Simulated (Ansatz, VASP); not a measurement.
# One calculation of Ti, two programs

Contents of INCAR:

```
SYSTEM = Ti
ALGO = Normal
EDIFF = 1E-6
ENCUT = 520
GGA = PE
ISIF = 2
ISMEAR = -1
LASPH = .True.
LCHARG = .True.
LELF = .True.
LREAL = .False.
LVHAR = .True.
LWAVE = .False.
NBANDS = 12
NELM = 80
PREC = Accurate
SIGMA = 0.05
```

Contents of KPOINTS:

```
k-points
0
Gamma
  14 14 14
  0 0 0
```

POSCAR

```
Ti
1.0
    0.0000000000      2.0300000000      2.0300000000
    2.0300000000      0.0000000000      2.0300000000
    2.0300000000      2.0300000000      0.0000000000
Ti
1
Direct
    0.0000000000      0.0000000000      0.0000000000
```

Input for Ansatz:

```yaml
crystal:
  lattice:
    - [0.0, 2.03, 2.03]
    - [2.03, 0.0, 2.03]
    - [2.03, 2.03, 0.0]
  atoms:
    - { symbol: Ti, position: [0.0, 0.0, 0.0] }
kpoints:
  mp_grid: { grid: [14, 14, 14] }
  band_path:
    path:
      - [0.0, 0.0, 0.0]
      - [0.5, 0.0, 0.5]
      - [0.625, 0.25, 0.625]
      - [0.375, 0.375, 0.75]
      - [0.0, 0.0, 0.0]
      - [0.5, 0.5, 0.5]
      - [0.5, 0.25, 0.75]
      - [0.5, 0.0, 0.5]
    npoints: 8
scf:
  occupations: { method: fermi_dirac, width: 0.05 }
hamiltonian:
  xc: pbe
  pseudopotentials: { kind: all_electron, lapw: { basis_error: 0.00025 } }
output:
  forces: true
  stress: true
  eigenvalues: true
  populations: true
  dos: { projected: true, de: 0.2, e_range: [-14, 8] }
```

This isn't the form of Ti at room conditions, which is hcp.

Alike in both runs: task single point; functional PBE; k mesh 14 × 14 × 14; occupations fermi-dirac, width 0.05 eV; no spin polarisation.

```csv
,VASP,Ansatz
version,VASP 6.6.1,Ansatz 0.2.0
potentials or method,"VASP PAW PBE potentials, release 64 (Ti_sv)","all-electron LAPW, scalar-relativistic"
plane-wave cutoff (eV),520,see its input
```

VASP gave:

| Property | Result |
| --- | --- |
| pressure (GPa) | 4.1 |

Task: Estimate Ansatz's values.

Result: Pressure (GPa): 4.4.

Ansatz ran all-electron here, so the differences hold the error of VASP's frozen core and of both bases.
